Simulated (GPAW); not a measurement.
The system is Te2Mo.

```
Te Mo
1.0
     3.51820    0.00000    0.00000
    -1.75910    3.04685    0.00000
     0.00000    0.00000   13.97360
Te Mo
4 2
Direct
  0.66667 0.33333 0.37900
  0.33333 0.66667 0.87900
  0.66667 0.33333 0.12100
  0.33333 0.66667 0.62100
  0.66667 0.33333 0.75000
  0.33333 0.66667 0.25000
```

```yaml
Program: GPAW 26.7.0
Task: relaxation of cell and atoms
Functional: LDA
Potentials_or_basis: the program's PAW data sets (release 1.2.1) made for this functional
Cutoff: 600 eV
Basis: pw
k_mesh: 5 × 5 × 2
Occupations: fermi-dirac, width 0.05 eV
Spin: no spin polarisation
```

At the start: pressure -3.8 GPa; volume 24.96 Å³/atom.

**Question.** Where does the relaxation end?

**Answer.** Over 11 steps the energy falls by 12.0 meV/atom and the volume is 23.70 Å³/atom (-5.1 %); space group P6_3/mmc (No. 194, to 0.05 Å).

Step by step:
```csv
step,energy change (eV),largest force (eV/Å),pressure (GPa),volume (Å³)
1,0.0000,0.3915,-3.81,149.79
2,-0.0208,0.2592,-3.09,149.16
3,-0.0492,0.1592,-0.72,147.04
4,-0.0515,0.1493,-0.69,146.84
5,-0.0678,0.0191,-0.05,143.75
6,-0.0679,0.0157,-0.08,143.78
7,-0.0694,0.0136,-0.34,143.81
8,-0.0707,0.0289,-0.41,143.42
9,-0.0716,0.0242,-0.26,142.65
10,-0.0718,0.0078,-0.07,142.29
11,-0.0718,0.0001,0.00,142.22
```

Final structure:
```yaml
crystal:
  lattice:
    - [3.46635, 0.00000, 0.00000]
    - [-1.73317, 3.00195, 0.00000]
    - [0.00000, 0.00000, 13.66771]
  atoms:
    - { symbol: Te, position: [0.66667, 0.33333, 0.38095] }
    - { symbol: Te, position: [0.33333, 0.66667, 0.88095] }
    - { symbol: Te, position: [0.66667, 0.33333, 0.11905] }
    - { symbol: Te, position: [0.33333, 0.66667, 0.61905] }
    - { symbol: Mo, position: [0.66667, 0.33333, 0.75000] }
    - { symbol: Mo, position: [0.33333, 0.66667, 0.25000] }
```

Caveat: the k mesh is coarse; later steps reuse the first step's grids.
